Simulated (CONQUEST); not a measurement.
AlN:

```
Al N
1.0
     3.11300    0.00000    0.00000
     0.00000    4.98100    0.00000
     0.00000    0.00000    5.39187
Al N
4 4
Direct
  0.00505 0.50173 0.33244
  0.50505 0.50173 0.83244
  0.00743 0.99387 0.66295
  0.50743 0.99387 0.16295
  0.49604 0.86875 0.82033
  0.99604 0.86875 0.32033
  0.49966 0.37511 0.16345
  0.99966 0.37511 0.66345
```

The cell isn't the ideal one: atoms moved at random, drawn with an rms of 0.05 Å.

Base run:

| Item | Value |
| --- | --- |
| Program | CONQUEST 1.3 |
| Functional | PBE |
| Potentials or basis | PseudoDojo NC PBE, DZP, grid cutoff 150 Ha |
| k mesh | 7 × 5 × 4 |
| Occupations | fermi-dirac, width 0.05 eV |
| Spin | no spin polarisation |

Its results: band gap on the k mesh 4.43 eV; pressure 7.1 GPa; largest force 1.451 eV/Å.

Question: After a change of settings the same cell gave: band gap on the k mesh 4.20 eV; pressure 12.5 GPa; largest force 1.661 eV/Å. Which change was it?
A. potentials or basis from PseudoDojo NC PBE, DZP, grid cutoff 150 Ha to PseudoDojo NC PBE, SZ, grid cutoff 150 Ha
B. potentials or basis from PseudoDojo NC PBE, DZP, grid cutoff 150 Ha to PseudoDojo NC PBE, DZ, grid cutoff 150 Ha
C. potentials or basis from PseudoDojo NC PBE, DZP, grid cutoff 150 Ha to PseudoDojo NC PBE, SZP, grid cutoff 150 Ha

Answer: B.

Caveats: the basis of atomic orbitals isn't converged, which shifts pressures, moduli and gaps; an odd mesh through Γ misses points on the zone boundary, where band edges often lie (some runs); the atomic basis is small (some runs); the box holds several primitive cells, so bands are folded and the points are those of the box's own zone (some runs).
